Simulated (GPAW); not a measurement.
Crystal: ZrC.

```
CELL_PARAMETERS angstrom
3.39148 0.00000 0.00000
-1.69574 2.93710 0.00000
0.00000 0.00000 5.29005
ATOMIC_POSITIONS crystal
Zr 0.66667 0.33333 0.75000
Zr 0.33333 0.66667 0.25000
C 0.00000 0.00000 0.50000
C 0.00000 0.00000 0.00000
```

The cell comes from a database or a generator and needn't be the stable form of this composition.

| Quantity | Value |
| --- | --- |
| Program | GPAW 26.7.0 |
| Task | relaxation of cell and atoms |
| Functional | PBEsol |
| Dispersion | D3 |
| Potentials or basis | PAW data sets generated in the run's folder for this functional |
| Cutoff | 800 eV |
| Basis | pw |
| k mesh | 6 × 6 × 4 |
| Occupations | fermi-dirac, width 0.05 eV |
| Spin | no spin polarisation |

At the start: pressure -12.0 GPa; volume 13.17 Å³/atom.

Q: Where does the relaxation end?

A: Over 7 steps the energy falls by 27.6 meV/atom and the volume is 12.47 Å³/atom (-5.3 %); space group P6_3/mmc (No. 194, to 0.05 Å).

The path:
| step | energy change (eV) | largest force (eV/Å) | pressure (GPa) | volume (Å³) |
| --- | --- | --- | --- | --- |
| 1 | 0.0000 | 0.0000 | -11.97 | 52.69 |
| 2 | -0.0376 | 0.0000 | -9.90 | 52.14 |
| 3 | -0.1088 | 0.0000 | 0.74 | 49.71 |
| 4 | -0.1094 | 0.0000 | 0.04 | 49.86 |
| 5 | -0.1096 | 0.0000 | -0.05 | 49.87 |
| 6 | -0.1104 | 0.0000 | -0.31 | 49.93 |
| 7 | -0.1105 | 0.0000 | -0.15 | 49.90 |

Final structure:
```cif
data_structure
_symmetry_space_group_name_H-M 'P 1'
_symmetry_Int_Tables_number 1
_cell_length_a 3.3184
_cell_length_b 3.3184
_cell_length_c 5.2325
_cell_angle_alpha 90.000
_cell_angle_beta 90.000
_cell_angle_gamma 120.000
_cell_volume 49.90
loop_
_atom_site_label
_atom_site_type_symbol
_atom_site_fract_x
_atom_site_fract_y
_atom_site_fract_z
_atom_site_occupancy
Zr1 Zr 0.66667 0.33333 0.75000 1
Zr2 Zr 0.33333 0.66667 0.25000 1
C1 C 0.00000 0.00000 0.50000 1
C2 C 0.00000 0.00000 0.00000 1
```

Caveat: later steps reuse the first step's grids; pairwise dispersion overbinds metals, which lowers pressure and volume.
